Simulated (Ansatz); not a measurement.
**Comparing deformations in KI**

Level of theory: DFT PBE, scalar-relativistic, plane waves, PAW (Ansatz 0.2.0). Cutoff 420 eV, Γ-centred 6×6×6 k-points, Gaussian smearing of 0.05 eV. No spin polarisation. Energies are free energies at this smearing, counted from the undisturbed cell; pressure is positive in compression.

Zero of the scan (as given, not relaxed at this level; it stands at 0.7 GPa):

```
K I
1.0
     0.00000    3.52455    3.52455
     3.52455    0.00000    3.52455
     3.52455    3.52455    0.00000
K I
1 1
Direct
  0.00000 0.00000 0.00000
  0.50000 0.50000 0.50000
```

The cell is strained by ε times a Voigt pattern (xx, yy, zz, yz, xz, xy; engineering shear) with fractional coordinates fixed. τ = (1/V0) dE/dε comes from the stress tensor. Of each scan, only the three points used here are listed.

| pattern | ε | τ (GPa) |
| --- | --- | --- |
| (0, 0, 1, 0, 0, 0) | -0.0100 | -1.024 |
| (0, 0, 1, 0, 0, 0) | 0.0000 | -0.681 |
| (0, 0, 1, 0, 0, 0) | 0.0100 | -0.381 |
| (1, 1, 0, 0, 0, 0) | -0.0250 | -3.46 |
| (1, 1, 0, 0, 0, 0) | 0.0000 | -1.36 |
| (1, 1, 0, 0, 0, 0) | 0.0250 | 0.18 |
| (0, 1, 0, 0, 0, 0) | -0.0100 | -1.023 |
| (0, 1, 0, 0, 0, 0) | 0.0000 | -0.681 |
| (0, 1, 0, 0, 0, 0) | 0.0100 | -0.381 |
| (0, 0, 0, 0, 1, 0) | -0.0025 | -0.0097 |
| (0, 0, 0, 0, 1, 0) | 0.0000 | 0.0000 |
| (0, 0, 0, 0, 1, 0) | 0.0025 | 0.0097 |

Which constants do the scans give, and which deformation costs least for the same size of strain tensor?

The slope dτ/dε at zero (parabola through three points) is pᵀCp: (0, 0, 1, 0, 0, 0) gives C11 = 32 GPa; (1, 1, 0, 0, 0, 0) gives 2(C11 + C12) = 73 GPa; (0, 1, 0, 0, 0, 0) gives C11 = 32 GPa; (0, 0, 0, 0, 1, 0) gives C44 = 3.9 GPa. The size of the strain tensor, ε:ε, is ε² times 1.0, 2.0, 1.0, 0.5. Per unit of it the stiffnesses are 32, 36, 32, 7.8 GPa, so (0, 0, 0, 0, 1, 0) is the softest of these: at ε:ε = (1 %)² the quadratic term costs 0.11 meV/atom against 0.50 for the stiffest. The starting stress shifts them by about its own size.

What else follows for this cubic crystal?

From the unrounded slopes C11 = 32.1 and C12 = 4.3 GPa, so B = (C11 + 2 C12)/3 = 14 GPa and the Poisson ratio for a pull along a cube edge is C12/(C11 + C12) = 0.12.

How anisotropic is this cubic crystal?

Zener's ratio 2 C44/(C11 − C12) = 0.28; it is 1 for an isotropic solid.